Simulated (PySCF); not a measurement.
Species: malononitrile, C₃H₂N₂.
Atom-mapped SMILES: `[N:1]#[C:2][CH2:3][C:4]#[N:5]` (hydrogens: H6, H7 on C3)

The same species was optimised twice, with GFN2-xTB and with PBE0-D3(BJ)/def2-SVP (PySCF), and the same property calculations (PySCF, gas phase) were run on both structures.

| coordinate | GFN2-xTB | PBE0-D3(BJ)/def2-SVP | change |
| --- | --- | --- | --- |
| N1≡C2 (Å) | 1.141 | 1.155 | +0.014 |
| C4≡N5 (Å) | 1.141 | 1.155 | +0.014 |
| C3–C4 (Å) | 1.447 | 1.461 | +0.014 |
| C2–C3 (Å) | 1.447 | 1.462 | +0.015 |
| C3–H7 (Å) | 1.096 | 1.103 | +0.007 |
| C3–H6 (Å) | 1.096 | 1.103 | +0.007 |
| C2–C3–C4 (°) | 110.1 | 113.2 | +3.1 |
| H6–C3–H7 (°) | 109.4 | 106.9 | -2.5 |
| N1–C2–C3 (°) | 179.9 | 178.8 | -1.1 |
| C3–C4–N5 (°) | 179.9 | 178.9 | -1.0 |
| C2–C3–H7 (°) | 109.4 | 109.1 | -0.3 |
| C4–C3–H6 (°) | 109.4 | 109.2 | -0.2 |
| C4–C3–H7 (°) | 109.3 | 109.1 | -0.2 |
| C2–C3–H6 (°) | 109.3 | 109.1 | -0.2 |

Rotational constants: A = 19698, B = 3130, C = 2748 MHz (GFN2-xTB) against A = 21107, B = 2928, C = 2613 MHz (PBE0-D3(BJ)/def2-SVP). Point groups within 0.08 Å: C2v and C2v.

On the GFN2-xTB structure: HOMO (eV) -10.17 [PBE0/pcSseg-1]; LUMO (eV) -0.39 [PBE0/pcSseg-1]; dipole (D) 4.00 [PBE0/pcSseg-1]; GIAO shielding of N1/N5 (mean) (ppm) -42.6 [PBE0/pcSseg-1]; GIAO shielding of C2/C4 (mean) (ppm) 72.7 [PBE0/pcSseg-1]; GIAO shielding of C3 (ppm) 180.4 [PBE0/pcSseg-1].

Task: What do these properties become on the PBE0-D3(BJ)/def2-SVP structure?

Result: 
| property | level | on GFN2-xTB | on PBE0-D3(BJ)/def2-SVP | change |
| --- | --- | --- | --- | --- |
| HOMO (eV) | PBE0/pcSseg-1 | -10.17 | -10.08 | +0.09 |
| LUMO (eV) | PBE0/pcSseg-1 | -0.39 | -0.51 | -0.12 |
| dipole (D) | PBE0/pcSseg-1 | 4.00 | 3.84 | -0.16 |
| energy, GFN2-xTB geometry as zero (kcal/mol) | PBE0/pcSseg-1 | 0.0 | -0.6 | -0.6 |
| GIAO shielding of N1/N5 (mean) (ppm) | PBE0/pcSseg-1 | -42.6 | -50.2 | -7.6 |
| GIAO shielding of C2/C4 (mean) (ppm) | PBE0/pcSseg-1 | 72.7 | 70.4 | -2.3 |
| GIAO shielding of C3 (ppm) | PBE0/pcSseg-1 | 180.4 | 176.9 | -3.5 |

The heavy atoms differ by 0.058 Å rms after alignment. Among all bonds N1≡C2, C2–C3, C3–C4 and C4≡N5 change most and about equally (+0.014 to +0.015 Å). Changes are differences of the printed values. Neither structure is proved a minimum here.
